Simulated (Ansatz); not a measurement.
Crystal: ZrC.

```
Zr C
1.0
     0.00000    2.36500    2.36500
     2.36500    0.00000    2.36500
     2.36500    2.36500    0.00000
Zr C
1 1
Direct
  0.50000 0.50000 0.50000
  0.00000 0.00000 0.00000
```

- Program: Ansatz 0.2.0
- Task: relaxation of cell and atoms
- Functional: PBEsol
- Potentials or basis: all-electron LAPW, scalar-relativistic
- Basis error allowed: 0.001 eV/atom
- k mesh: 10 × 10 × 10
- Occupations: fermi-dirac, width 0.05 eV
- Spin: no spin polarisation

At the start: volume 13.23 Å³/atom.

Q: How do energy, volume and symmetry change on relaxing?

A: Over 5 steps the energy falls by 13.7 meV/atom and the volume is 12.73 Å³/atom (-3.8 %); space group Fm-3m (No. 225, to 0.05 Å).

Step by step:
```
step  energy change (eV)  largest force (eV/Å)  volume (Å³)
   1              0.0000                0.0000        26.46
   2             -0.0004                0.0000        24.52
   3             -0.0273                0.0000        25.51
   4             -0.0274                0.0000        25.45
   5             -0.0274                0.0000        25.45
```

Final structure:
```yaml
crystal:
  lattice:
    - [0.00000, 2.33467, 2.33467]
    - [2.33467, 0.00000, 2.33467]
    - [2.33467, 2.33467, 0.00000]
  atoms:
    - { symbol: Zr, position: [0.50000, 0.50000, 0.50000] }
    - { symbol: C, position: [0.00000, 0.00000, 0.00000] }
```
